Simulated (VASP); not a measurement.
**Be2C (strained antifluorite), r²SCAN single-point calculation: VASP's output and Ansatz's**

POSCAR

```
C  Be
 1.0000000000000000
     0.0000000000000000    2.1496832103000001    2.1608126524000002
     2.1496832103000001    0.0000000000000000    2.1608126524000002
     2.1496832103000001    2.1496832103000001    0.0000000000000000
 C   Be
   1   2
Cartesian
  0.0000000000000000  0.0000000000000000  0.0000000000000000
  1.0748416051500000  1.0748416051500000  1.0804063262000001
  3.2245248154500001  3.2245248154500001  3.2412189785999996
```

VASP ran with the recommended PBE PAW datasets (8 valence electrons in the cell).

From OUTCAR

```
k-points           NKPTS =    102   k-points in BZ     NKDIM =    102   number of bands    NBANDS=     11

   NELECT =       8.0000    total number of electrons

   dimension x,y,z NGX =    24 NGY =   24 NGZ =   24
   dimension x,y,z NGXF=    48 NGYF=   48 NGZF=   48

  energy-cutoff  :      520.00
  volume of cell :       19.97
      direct lattice vectors                 reciprocal lattice vectors
     0.000000000  2.149683210  2.160812652    -0.232592411  0.232592411  0.231394424
     2.149683210  0.000000000  2.160812652     0.232592411 -0.232592411  0.231394424
     2.149683210  2.149683210  0.000000000     0.232592411  0.232592411 -0.231394424

 k-points in reciprocal lattice and weights: KPOINTS created by Atomic Simulation Env
   0.00000000  0.00000000  0.00000000       0.001
   0.10000000  0.00000000  0.00000000       0.008
   0.20000000  0.00000000  0.00000000       0.008
   0.30000000  0.00000000  0.00000000       0.008
   0.40000000  0.00000000  0.00000000       0.008
   0.50000000  0.00000000  0.00000000       0.004
   0.10000000  0.10000000  0.00000000       0.002
   0.20000000  0.10000000  0.00000000       0.008
   ...

 E-fermi :   7.9356

 k-point     1 :       0.0000    0.0000    0.0000
  band No.  band energies     occupation
      1      -8.1880      2.00000
      2       7.8372      2.00000
      3       7.8819      2.00000
      4       7.8819      2.00000
      5      12.4859      0.00000
      6      12.4859      0.00000
      7      12.5677      0.00000
      8      15.4475      0.00000
      9      22.2297      0.00000
     10      22.4459      0.00000
     11      22.4459      0.00000

 k-point     2 :       0.1000    0.0000    0.0000
  band No.  band energies     occupation
      1      -8.0186      2.00000
      2       6.4871      2.00000
      3       7.5369      2.00000
      4       7.5698      2.00000
      5      12.9579      0.00000
      6      13.0009      0.00000
      7      13.3930      0.00000
      8      15.8574      0.00000
      9      20.9898      0.00000
     10      21.1139      0.00000
     11      22.7630      0.00000

 k-point     3 :       0.2000    0.0000    0.0000
  band No.  band energies     occupation
      1      -7.5177      2.00000
      2       4.0256      2.00000
      3       6.9191      2.00000
      4       6.9618      2.00000
      5      13.7666      0.00000
      6      13.7769      0.00000
      7      14.3747      0.00000
      8      16.9299      0.00000
      9      19.9742      0.00000
     10      20.0300      0.00000
     11      23.8503      0.00000

 k-point     4 :       0.3000    0.0000    0.0000
  band No.  band energies     occupation
      1      -6.7199      2.00000
      2       1.6013      2.00000
      3       6.3707      2.00000
      4       6.4253      2.00000
      5      13.9039      0.00000
      6      13.9454      0.00000
      7      15.0071      0.00000
      8      17.9348      0.00000
      9      20.6123      0.00000
     10      20.6449      0.00000
     11      25.1922      0.00000

 k-point     5 :       0.4000    0.0000    0.0000
  band No.  band energies     occupation
      1      -5.7592      2.00000
      2      -0.3903      2.00000
      3       6.0234      2.00000
      4       6.0874      2.00000
      5      13.5695      0.00000
      6      13.6327      0.00000
      7      15.4383      0.00000
      8      18.5527      0.00000
      9      22.4335      0.00000
     10      22.5224      0.00000
     11      26.1869      0.00000

 k-point     6 :       0.5000    0.0000    0.0000
  band No.  band energies     occupation
      1      -5.1936      2.00000
      2      -1.3068      2.00000
      3       5.9066      2.00000
      4       5.9742      2.00000
      5      13.3948      0.00000
      6      13.4617      0.00000
      7      15.6004      0.00000
      8      18.7653      0.00000
      9      23.6871      0.00000
     10      23.8000      0.00000
     11      26.6314      0.00000

 k-point     7 :       0.1000    0.1000    0.0000
  band No.  band energies     occupation
      1      -7.9641      2.00000
      2       6.9166      2.00000
      3       6.9166      2.00000
      4       7.1084      2.00000
      5      12.7152      0.00000
      6      13.6989      0.00000
      7      13.6989      0.00000
      8      15.6535      0.00000
      9      19.6639      0.00000
     10      23.0489      0.00000
     11      23.0489      0.00000

 k-point     8 :       0.2000    0.1000    0.0000
  band No.  band energies     occupation
      1      -7.5762      2.00000
      2       4.8534      2.00000
      3       6.1793      2.00000
      4       6.9321      2.00000
      5      13.1967      0.00000
      6      14.7005      0.00000
      7      14.7034      0.00000
      8      15.6022      0.00000
      9      19.2998      0.00000
     10      22.3921      0.00000
     11      23.9204      0.00000

 ...

  Total        0.5146868      0.5146868      0.1249299      0.0000000     -0.0000000      0.0000000
  in kB       41.2912034     41.2912034     10.0226103      0.0000000     -0.0000000      0.0000000
  external PRESSURE =      30.8683391 kB  Pullay stress =       0.0000000 kB

 POSITION                                       TOTAL-FORCE (eV/Angst)
 -----------------------------------------------------------------------------------
      0.00000      0.00000      0.00000        -0.000000      0.000000     -0.000000
      1.07484      1.07484      1.08041         0.000000      0.000000     -0.000000
      3.22452      3.22452      3.24122        -0.000000     -0.000000      0.000000
 -----------------------------------------------------------------------------------
    total drift:                               -0.000000     -0.000000      0.000000

  FREE ENERGIE OF THE ION-ELECTRON SYSTEM (eV)
  ---------------------------------------------------
  free  energy   TOTEN  =       -19.4675965698 eV

  energy  without entropy=      -19.4675965698  energy(sigma->0) =      -19.46759657
```

The two codes use different PAW datasets and cutoffs. VASP's cell holds 8 valence electrons and Ansatz's 8. Ansatz's stress includes a Pulay correction; VASP's doesn't.

Task: What does Ansatz give for the same cell and level of theory?

Result: gap between bands v and c 1.50 eV; least direct gap 4.63 eV; pressure 2.1 GPa.

Ansatz printed

```
SCF 1 converged in 6 iterations: F = -439.206297 eV  dr2 = 7.69e-9
  greatest PAW one-centre occupation: 0.639 electrons in one spin orbital (limit 2), on the C atom at site 0 (counted from 0), in its partial waves of l = 0
NSCF: frozen V_eff on 7 k-points
SCF converged after 6 iterations
Free energy (F): -439.206297 eV
Harris-Foulkes:  -439.206297 eV  (|F-HF|=2.60e-9)
Internal energy: -439.206297 eV  (E = F + TS)
E sigma→0 (E₀):  -439.206297 eV
Fermi energy:    9.760359 eV
--- Per-component energies (eV) ---
  E_band       = 23.363415
  E_kinetic    = 136.286634
  E_local      = -86.388387  (includes V_loc(G=0)·N_el)
  E_nonlocal   = 34.567812
  E_hartree    = 27.936201
  E_xc         = -87.506276
  E_vxc        = -113.094685  (∫ρ·V_xc dr)
  E_paw        = -222.625483  (= ΣΔE_a)
  E_vpaw       = -9.326611  (= ΣTr[D̂ρ^β])
  E_aug_tail   = 0.000005  (compensation charges beyond the density's cutoff)
  E_vtau       = 5.447050  (kinetic-family band-sum trace: ∫τ·v_τ [+ j·A + Jᵃ·Aᵃ] dr)
  E_ewald      = -241.427977
  E_core_change = -0.048828  (= ΣΔE_core)
  E_smearing   = -0.000000  (= −TS)
  E_closure    = 0.000000  (closes the sum)
  Σ components = -439.206297   (vs F -439.206297, Δ=0.00e0)
--- Forces (eV/Å), atoms counted from 1 ---
  atom   1  C     -0.00000000    -0.00000000     0.00000000
  atom   2  Be     0.00000000    -0.00000000     0.00000000
  atom   3  Be     0.00000000    -0.00000000     0.00000000
  max |Σ_I F_I| component: 1.11e-16 eV/Å
--- Stress (GPa, compression-positive) ---
        3.122992       0.000000       0.000000
        0.000000       3.122992       0.000000
        0.000000       0.000000      -0.013800
  P = ⅓ Tr σ = 2.0774 GPa (20.774 kbar)
--- Band table (eV; the first three rows and the last of 102) ---
  k-point 0: bands = ["-6.2998", "9.7154", "9.7604", "9.7604", "14.3870", "14.3870", "14.4685", "17.3151"]
  k-point 1: bands = ["-6.1305", "8.3687", "9.4167", "9.4497", "14.8574", "14.9003", "15.2884", "17.7283"]
  k-point 2: bands = ["-5.6300", "5.9096", "8.8006", "8.8436", "15.6644", "15.6745", "16.2607", "18.8097"]
  k-point 101: bands = ["-2.5137", "2.5174", "4.8158", "4.8158", "11.3325", "16.0972", "24.3181", "24.3181"]
```
